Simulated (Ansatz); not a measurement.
ZnO: input, output and frames of a trajectory

These are results of DFT PBE, scalar-relativistic, plane waves, PAW (Ansatz 0.2.0), not measurements. The runs took a 420 eV cutoff, a shifted (0.5, 0.5, 0.0 steps) 6×6×1 mesh and Fermi–Dirac smearing (0.17 eV). The mesh is coarse. No spin polarisation.

24 atoms, starting at 1.12 times the perfect crystal's volume (space group P6_3/mmc, not the usual structure); Langevin thermostat at 2000 K (friction 0.02 fs⁻¹), fixed cell; 25 steps of 2 fs. The run is short and not equilibrated.

Self-consistency was reached.

The run took 30 min on 4 threads of AMD EPYC (Zen 3) (shared host), peak memory 1.6 GiB.

Command:
```bash
ansatz run input.yaml --threads 4 --pin off --max-ram 9216MiB --backend cpu --events-out ev --progress --plain --runs-dir out
```

Input:
```yaml
crystal:
  lattice:
    - [3.1639036325, 0.0, 0.0]
    - [-1.5819518163, 2.7400209208, 0.0]
    - [0.0, 0.0, 31.5551376817]
  atoms:
    - { symbol: Zn, position: [0.6666666667, 0.3333333333, 0.3347623791] }
    - { symbol: Zn, position: [0.3333333333, 0.6666666667, 0.6652376209] }
    - { symbol: Zn, position: [0.3333333333, 0.6666666667, 0.8347623791] }
    - { symbol: Zn, position: [0.6666666667, 0.3333333333, 0.1652376209] }
    - { symbol: Zn, position: [0.6666666667, 0.3333333333, 0.9173884444] }
    - { symbol: Zn, position: [0.3333333333, 0.6666666667, 0.0826115556] }
    - { symbol: Zn, position: [0.3333333333, 0.6666666667, 0.4173884444] }
    - { symbol: Zn, position: [0.6666666667, 0.3333333333, 0.5826115556] }
    - { symbol: Zn, position: [0.0, 0.0, 0.75] }
    - { symbol: Zn, position: [0.0, 0.0, 0.25] }
    - { symbol: Zn, position: [0.0, 0.0, 0.5] }
    - { symbol: Zn, position: [0.0, 0.0, 0.0] }
    - { symbol: O, position: [0.6666666667, 0.3333333333, 0.4586977563] }
    - { symbol: O, position: [0.3333333333, 0.6666666667, 0.5413022437] }
    - { symbol: O, position: [0.3333333333, 0.6666666667, 0.9586977563] }
    - { symbol: O, position: [0.6666666667, 0.3333333333, 0.0413022437] }
    - { symbol: O, position: [0.6666666667, 0.3333333333, 0.7062670046] }
    - { symbol: O, position: [0.3333333333, 0.6666666667, 0.2937329954] }
    - { symbol: O, position: [0.3333333333, 0.6666666667, 0.2062670046] }
    - { symbol: O, position: [0.6666666667, 0.3333333333, 0.7937329954] }
    - { symbol: O, position: [0.0, 0.0, 0.623900058] }
    - { symbol: O, position: [0.0, 0.0, 0.376099942] }
    - { symbol: O, position: [0.0, 0.0, 0.123900058] }
    - { symbol: O, position: [0.0, 0.0, 0.876099942] }
basis:
  ecutwfc: 420
kpoints:
  mp_grid: { grid: [6, 6, 1], shift: [0.5, 0.5, 0.0] }
hamiltonian:
  xc: pbe
scf:
  occupations: { method: fermi_dirac, width: 0.1723 }
  lower_state_search: "off"
  convergence: { dr2_threshold: 1.0e-07 }
output:
  forces: true
  stress: true
md:
  timestep: 2.0
  n_steps: 25
  ensemble: nvt_langevin
  temperature: 2000.0
  initial_velocities: maxwell_boltzmann
  seed: 88975
  friction: 0.02
```

Output (its end):
```
...
  E_band       = 498.806871
  E_kinetic    = 3652.809744
  E_local      = -23183.232321  (includes V_loc(G=0)·N_el)
  E_nonlocal   = 8010.819768
  E_hartree    = 9515.525688
  E_xc         = -2513.366416
  E_vxc        = -1730.718413  (∫ρ·V_xc dr)
  E_paw        = -23884.018150  (= ΣΔE_a)
  E_vpaw       = -5281.947773  (= ΣTr[D̂ρ^β])
  E_aug_tail   = 0.024426  (compensation charges beyond the density's cutoff)
  E_ewald      = -18233.127473
  E_smearing   = -0.123357  (= −TS)
  E_closure    = 0.000000  (closes the sum)
  Σ components = -46634.688091   (vs F -46634.688091, Δ=0.00e0)
--- Forces (eV/Å), atoms counted from 1 ---
  atom   1  Zn    -0.10764075    -0.00735668    -0.33714308
  atom   2  Zn    -0.47200419     0.31632713    -0.11396610
  atom   3  Zn    -0.20123647     0.07219088    -0.40062980
  atom   4  Zn    -0.00180659    -0.00333960    -0.71608006
  atom   5  Zn     0.68767967     0.33140856     0.85925266
  atom   6  Zn    -0.49637326    -2.00931103     1.06172977
  atom   7  Zn     0.99102222     1.04660048     0.50117966
  atom   8  Zn     0.94237433     0.36717463    -0.54111970
  atom   9  Zn     0.77155747    -0.02256597     1.74564332
  atom  10  Zn     0.14398885    -0.19153714     0.55679932
  atom  11  Zn    -0.49493930     1.72163641     0.80009170
  atom  12  Zn    -0.83280622     0.35455774    -1.18706489
  atom  13  O     -0.34231724    -1.60468695    -0.37902148
  atom  14  O      0.57744099    -0.17185492    -0.91211404
  atom  15  O      0.50266733    -0.29407710    -0.25579462
  atom  16  O      0.47301889     2.06703858    -1.30395465
  atom  17  O     -0.11293826     0.23347669    -1.41691509
  atom  18  O     -0.13597923     0.50983350    -0.26118369
  atom  19  O     -0.39591476    -0.22373190     2.06079350
  atom  20  O     -0.16957672    -0.15961338    -0.45305910
  atom  21  O     -0.94204768    -0.82176421     2.58228476
  atom  22  O     -0.36940831    -1.13565566    -1.52769065
  atom  23  O      0.80262603     0.01024769    -0.54843304
  atom  24  O     -0.81734784    -0.38496972     0.18639541
  max |Σ_I F_I| component: 3.89e-5 eV/Å
--- Stress (GPa, compression-positive) ---
       -2.786043       1.690725      -1.697533
        1.690725       0.289576       1.128111
       -1.697533       1.128111      -1.098879
  P = ⅓ Tr σ = -1.1984 GPa (-11.984 kbar)
--- MD trajectory: 25 steps, t = 0.0 → 50.0 fs ---
  final state: T = 1790.4 K   F+E_penalty+E_count = -46634.68809071 eV   E_kin = 5.554136 eV
```

Frames along the run (Å, eV/Å; dE is the potential energy from the first frame):

```xyz
24
Lattice="3.164 0.000 0.000 -1.582 2.740 0.000 0.000 0.000 31.555" Properties=species:S:1:pos:R:3:forces:R:3 pbc="T T T" time_fs=0.00 dE_eV=0.0000 T_K=1917
Zn    1.582    0.913   10.563    0.000    0.000   -0.011
Zn    0.000    1.827   20.992    0.000    0.000    0.011
Zn    0.000    1.827   26.341    0.000    0.000   -0.011
Zn    1.582    0.913    5.214    0.000    0.000    0.011
Zn    1.582    0.913   28.948    0.000    0.000   -0.009
Zn    0.000    1.827    2.607    0.000    0.000    0.009
Zn    0.000    1.827   13.171    0.000    0.000   -0.009
Zn    1.582    0.913   18.384    0.000    0.000    0.009
Zn    0.000    0.000   23.666    0.001   -0.001    0.000
Zn    0.000    0.000    7.889   -0.001    0.001    0.000
Zn    0.000    0.000   15.778    0.000    0.000    0.000
Zn    0.000    0.000    0.000    0.000    0.000    0.000
O     1.582    0.913   14.474    0.000    0.000    0.005
O     0.000    1.827   17.081    0.000    0.000   -0.005
O     0.000    1.827   30.252    0.000    0.000    0.005
O     1.582    0.913    1.303    0.000    0.000   -0.005
O     1.582    0.913   22.286    0.000    0.000   -0.041
O     0.000    1.827    9.269    0.000    0.000    0.041
O     0.000    1.827    6.509    0.000    0.000   -0.041
O     1.582    0.913   25.046    0.000    0.000    0.041
O     0.000    0.000   19.687    0.000    0.000   -0.013
O     0.000    0.000   11.868    0.000    0.000    0.013
O     0.000    0.000    3.910    0.000    0.000   -0.013
O     0.000    0.000   27.645    0.000    0.000    0.013
24
Lattice="3.164 0.000 0.000 -1.582 2.740 0.000 0.000 0.000 31.555" Properties=species:S:1:pos:R:3:forces:R:3 pbc="T T T" time_fs=6.00 dE_eV=0.2598 T_K=1927
Zn    1.616    0.967   10.588   -0.030   -0.084   -0.756
Zn    0.019    1.790   20.969   -0.005    0.044   -0.231
Zn   -0.040    1.785   26.277    0.074    0.083    0.885
Zn    1.573    0.903    5.286   -0.002    0.028   -0.318
Zn    1.538    0.909   28.940    0.089   -0.005    0.301
Zn   -0.015    1.865    2.630   -0.001    0.003   -0.099
Zn    0.026    1.766   13.162    0.006    0.070   -0.305
Zn    1.577    0.915   18.335    0.003    0.009    0.517
Zn    0.018    0.026   23.643   -0.030   -0.048   -0.108
Zn    0.002    0.000    7.856    0.001   -0.018    0.572
Zn   -0.009   -0.002   15.796   -0.001   -0.040   -0.348
Zn    0.039    0.025   -0.001   -0.095   -0.001   -0.138
O     1.600    1.010   14.411    0.036    0.009    0.551
O    -0.058    1.859   17.116    0.021   -0.037   -0.518
O    -0.042    1.855   30.318    0.030   -0.002   -0.234
O     1.629    0.911    1.250    0.040   -0.011    0.787
O     1.667    0.968   22.281    0.034    0.037    0.234
O    -0.011    1.873    9.206   -0.015    0.162    0.529
O    -0.009    1.722    6.556    0.016   -0.113   -0.450
O     1.598    0.927   25.117   -0.141   -0.100   -0.466
O     0.060    0.050   19.650    0.005   -0.003    0.171
O    -0.039    0.013   11.802   -0.009    0.022    0.508
O    -0.051   -0.014    3.993   -0.014   -0.021   -0.322
O     0.007   -0.011   27.771   -0.013    0.017   -0.766
24
Lattice="3.164 0.000 0.000 -1.582 2.740 0.000 0.000 0.000 31.555" Properties=species:S:1:pos:R:3:forces:R:3 pbc="T T T" time_fs=12.00 dE_eV=0.8492 T_K=1869
Zn    1.658    1.013   10.617   -0.125   -0.082   -1.371
Zn    0.041    1.754   20.946    0.035    0.155   -0.370
Zn   -0.102    1.743   26.222    0.467    0.328    1.612
Zn    1.550    0.884    5.344    0.029    0.080   -0.679
Zn    1.514    0.940   28.948    0.186   -0.084    0.375
Zn   -0.021    1.901    2.642   -0.013    0.024   -0.088
Zn    0.065    1.695   13.165    0.123    0.135   -0.479
Zn    1.592    0.910   18.276   -0.047   -0.022    1.075
Zn    0.034    0.037   23.623   -0.063   -0.086   -0.266
Zn   -0.012    0.000    7.810   -0.001   -0.218    1.406
Zn   -0.010   -0.006   15.815   -0.076   -0.069   -0.791
Zn    0.076    0.045    0.008   -0.242    0.048   -0.222
O     1.664    1.076   14.372    0.040    0.015    0.946
O    -0.132    1.890   17.107    0.119   -0.081   -0.665
O    -0.066    1.906   30.364    0.115   -0.046   -0.328
O     1.669    0.899    1.218    0.108   -0.014    1.264
O     1.743    1.033   22.268    0.002    0.077    0.546
O    -0.011    1.904    9.163   -0.065    0.283    0.869
O     0.007    1.653    6.613    0.042   -0.044   -1.117
O     1.612    0.944   25.174   -0.592   -0.368   -1.012
O     0.086    0.145   19.626    0.040   -0.051    0.052
O    -0.107    0.035   11.770    0.003   -0.012    0.788
O    -0.113   -0.016    4.047   -0.053   -0.064   -0.407
O     0.015   -0.010   27.869   -0.034    0.097   -1.139
24
Lattice="3.164 0.000 0.000 -1.582 2.740 0.000 0.000 0.000 31.555" Properties=species:S:1:pos:R:3:forces:R:3 pbc="T T T" time_fs=18.00 dE_eV=1.4607 T_K=1422
Zn    1.696    1.047   10.645   -0.332    0.124   -1.800
Zn    0.060    1.732   20.917    0.020    0.671    0.169
Zn   -0.156    1.700   26.179    1.111    0.701    2.256
Zn    1.526    0.861    5.388    0.072    0.094   -1.102
Zn    1.495    0.972   28.961    0.255   -0.156    0.296
Zn   -0.029    1.925    2.644    0.008   -0.007    0.133
Zn    0.111    1.629   13.190    0.263    0.211   -0.763
Zn    1.605    0.897   18.223   -0.069   -0.032    1.583
Zn    0.044    0.059   23.611   -0.043   -0.072   -0.412
Zn   -0.026   -0.007    7.780   -0.011   -0.355    1.898
Zn   -0.012   -0.007   15.838   -0.265   -0.040   -1.337
Zn    0.116    0.071    0.027   -0.299    0.050   -0.345
O     1.719    1.135   14.352   -0.009    0.000    1.336
O    -0.187    1.943   17.078    0.273   -0.228   -0.407
O    -0.054    1.941   30.360    0.107   -0.058   -0.011
O     1.704    0.886    1.244    0.153    0.026    1.127
O     1.812    1.094   22.284   -0.016    0.137    0.728
O    -0.010    1.924    9.126   -0.124    0.325    1.047
O     0.028    1.616    6.621    0.063    0.049   -1.279
O     1.600    0.925   25.237   -1.307   -0.809   -1.618
O     0.125    0.259   19.665    0.140   -0.493   -0.806
O    -0.174    0.072   11.764    0.160   -0.239    0.971
O    -0.208    0.002    4.074   -0.089   -0.088   -0.425
O     0.020   -0.002   27.926   -0.060    0.188   -1.238
24
Lattice="3.164 0.000 0.000 -1.582 2.740 0.000 0.000 0.000 31.555" Properties=species:S:1:pos:R:3:forces:R:3 pbc="T T T" time_fs=24.00 dE_eV=1.9660 T_K=1709
Zn    1.734    1.082   10.652   -0.383    0.291   -1.908
Zn    0.084    1.719   20.893   -0.090    1.935    1.306
Zn   -0.187    1.665   26.157    1.138    0.764    2.256
Zn    1.508    0.847    5.414    0.060    0.135   -1.289
Zn    1.468    0.996   28.964    0.285   -0.281    0.322
Zn   -0.025    1.954    2.660    0.035   -0.107    0.361
Zn    0.158    1.573   13.214    0.568    0.304   -1.312
Zn    1.627    0.874   18.177   -0.090    0.039    1.949
Zn    0.055    0.108   23.575    0.087   -0.038   -0.330
Zn   -0.017   -0.011    7.761   -0.041   -0.387    2.010
Zn    0.000   -0.010   15.834   -0.462    0.033   -1.612
Zn    0.158    0.101    0.064   -0.304    0.051   -0.535
O     1.791    1.234   14.328   -0.296   -0.057    1.863
O    -0.221    1.975   17.057    0.448   -0.405   -0.238
O    -0.021    1.969   30.370    0.068   -0.033    0.316
O     1.744    0.853    1.325    0.164    0.129    0.748
O     1.864    1.135   22.294   -0.049    0.205    0.865
O    -0.026    1.946    9.101   -0.214    0.341    1.095
O     0.049    1.594    6.600    0.070    0.081   -0.919
O     1.545    0.865   25.292   -1.438   -0.959   -1.771
O     0.162    0.379   19.703    0.314   -1.724   -2.263
O    -0.215    0.091   11.784    0.222   -0.452    0.912
O    -0.314    0.013    4.129   -0.011   -0.165   -0.626
O     0.014   -0.011   27.954   -0.081    0.301   -1.199
24
Lattice="3.164 0.000 0.000 -1.582 2.740 0.000 0.000 0.000 31.555" Properties=species:S:1:pos:R:3:forces:R:3 pbc="T T T" time_fs=32.00 dE_eV=1.9665 T_K=1666
Zn    1.764    1.093   10.631   -0.154    0.189   -1.675
Zn    0.143    1.723   20.874   -0.385    2.629    2.106
Zn   -0.223    1.612   26.166    0.324    0.412    1.777
Zn    1.458    0.852    5.413   -0.093    0.297   -1.101
Zn    1.403    1.041   28.979    0.502   -0.172    0.338
Zn    0.019    1.989    2.686   -0.033   -0.575    0.852
Zn    0.202    1.508   13.211    0.944    0.356   -1.290
Zn    1.621    0.848   18.154   -0.070    0.149    1.695
Zn    0.087    0.184   23.493    0.428    0.011    0.336
Zn    0.014    0.005    7.757   -0.066   -0.401    1.807
Zn    0.017   -0.024   15.795   -0.442    0.448   -0.905
Zn    0.209    0.137    0.145   -0.227    0.056   -1.092
O     1.884    1.378   14.386   -0.656   -0.434    1.338
O    -0.247    1.942   17.081    0.465   -0.375   -0.403
O     0.032    2.033   30.346   -0.066    0.026    1.148
O     1.789    0.796    1.470    0.168    0.594   -0.208
O     1.902    1.196   22.325   -0.042    0.298    0.445
O    -0.043    1.993    9.136   -0.212    0.400    0.913
O     0.009    1.578    6.555   -0.056    0.082    0.003
O     1.411    0.772   25.343   -0.808   -0.721   -1.653
O     0.258    0.494   19.659    0.444   -2.573   -2.693
O    -0.237    0.080   11.855   -0.024   -0.527    0.431
O    -0.443   -0.009    4.207    0.351   -0.369   -0.936
O     0.030    0.026   27.976   -0.293    0.199   -1.234
24
Lattice="3.164 0.000 0.000 -1.582 2.740 0.000 0.000 0.000 31.555" Properties=species:S:1:pos:R:3:forces:R:3 pbc="T T T" time_fs=38.00 dE_eV=1.7675 T_K=1698
Zn    1.793    1.096   10.621   -0.131    0.164   -1.484
Zn    0.188    1.757   20.868   -0.435    1.362    0.747
Zn   -0.242    1.569   26.184   -0.158    0.082    1.393
Zn    1.423    0.860    5.398   -0.142    0.351   -0.942
Zn    1.352    1.071   28.979    0.673    0.141    0.336
Zn    0.055    2.009    2.703   -0.230   -1.300    1.102
Zn    0.221    1.474   13.202    0.885    0.537   -0.724
Zn    1.626    0.830   18.147    0.097    0.166    1.121
Zn    0.110    0.224   23.435    0.692    0.090    1.150
Zn    0.034    0.023    7.786   -0.021   -0.276    1.274
Zn    0.019   -0.047   15.751   -0.466    1.372    0.699
Zn    0.264    0.154    0.190   -0.281    0.100   -1.263
O     1.928    1.434   14.463   -0.376   -1.377   -0.244
O    -0.260    1.883   17.129    0.476   -0.160   -1.029
O     0.038    2.087   30.353   -0.042    0.012    1.258
O     1.787    0.759    1.561    0.227    1.270   -1.055
O     1.938    1.255   22.373   -0.076    0.287   -0.291
O    -0.043    2.038    9.209   -0.165    0.431    0.572
O    -0.045    1.568    6.511   -0.215   -0.044    0.983
O     1.324    0.673   25.332   -0.373   -0.459   -1.608
O     0.348    0.513   19.569    0.055   -1.525   -0.323
O    -0.277    0.084   11.918   -0.119   -0.757    0.098
O    -0.520   -0.066    4.238    0.674   -0.391   -0.763
O     0.054    0.082   27.931   -0.549   -0.072   -1.006
24
Lattice="3.164 0.000 0.000 -1.582 2.740 0.000 0.000 0.000 31.555" Properties=species:S:1:pos:R:3:forces:R:3 pbc="T T T" time_fs=44.00 dE_eV=1.8155 T_K=1462
Zn    1.832    1.086   10.607   -0.148    0.136   -1.064
Zn    0.232    1.799   20.858   -0.443    0.588   -0.100
Zn   -0.269    1.528   26.217   -0.201   -0.161    0.734
Zn    1.396    0.884    5.384   -0.050    0.194   -0.846
Zn    1.313    1.072   28.964    0.715    0.348    0.527
Zn    0.056    1.997    2.715   -0.416   -1.862    1.180
Zn    0.228    1.466   13.182    0.988    0.897   -0.079
Zn    1.639    0.803   18.147    0.679    0.349    0.173
Zn    0.147    0.278   23.403    0.836    0.117    1.773
Zn    0.059    0.052    7.818    0.046   -0.164    0.741
Zn    0.026   -0.056   15.730   -0.622    2.101    1.624
Zn    0.317    0.162    0.225   -0.457    0.175   -1.326
O     1.946    1.487   14.473   -0.193   -2.060   -1.108
O    -0.270    1.846   17.136    0.512   -0.196   -1.233
O     0.028    2.114   30.411    0.132   -0.094    0.753
O     1.785    0.709    1.609    0.343    1.847   -1.434
O     1.983    1.318   22.403   -0.106    0.226   -0.930
O    -0.053    2.091    9.278   -0.136    0.454    0.201
O    -0.103    1.586    6.487   -0.332   -0.204    1.663
O     1.266    0.564   25.263   -0.304   -0.211   -1.293
O     0.453    0.497   19.514   -0.629   -0.960    1.762
O    -0.316    0.108   11.986   -0.253   -1.111   -0.629
O    -0.577   -0.147    4.258    0.787   -0.183   -0.482
O     0.048    0.150   27.857   -0.747   -0.225   -0.606
24
Lattice="3.164 0.000 0.000 -1.582 2.740 0.000 0.000 0.000 31.555" Properties=species:S:1:pos:R:3:forces:R:3 pbc="T T T" time_fs=50.00 dE_eV=1.7362 T_K=1790
Zn    1.881    1.089   10.579   -0.108   -0.007   -0.337
Zn    0.249    1.829   20.826   -0.472    0.316   -0.114
Zn   -0.283    1.472   26.237   -0.201    0.072   -0.401
Zn    1.379    0.918    5.381   -0.002   -0.003   -0.716
Zn    1.286    1.063   28.937    0.688    0.331    0.859
Zn    0.050    1.972    2.726   -0.496   -2.009    1.062
Zn    0.235    1.480   13.148    0.991    1.047    0.501
Zn    1.658    0.795   18.150    0.942    0.367   -0.541
Zn    0.179    0.345   23.395    0.772   -0.023    1.746
Zn    0.091    0.090    7.832    0.144   -0.192    0.557
Zn    0.048   -0.040   15.737   -0.495    1.722    0.800
Zn    0.348    0.185    0.270   -0.833    0.355   -1.187
O     1.955    1.493   14.444   -0.342   -1.605   -0.379
O    -0.260    1.799   17.110    0.577   -0.172   -0.912
O     0.015    2.149   30.536    0.503   -0.294   -0.256
O     1.798    0.696    1.653    0.473    2.067   -1.304
O     2.014    1.368   22.418   -0.113    0.233   -1.417
O    -0.085    2.151    9.328   -0.136    0.510   -0.261
O    -0.144    1.573    6.480   -0.396   -0.224    2.061
O     1.228    0.455   25.154   -0.170   -0.160   -0.453
O     0.519    0.448   19.497   -0.942   -0.822    2.582
O    -0.348    0.102   12.043   -0.369   -1.136   -1.528
O    -0.647   -0.198    4.293    0.803    0.010   -0.548
O     0.021    0.232   27.772   -0.817   -0.385    0.186
```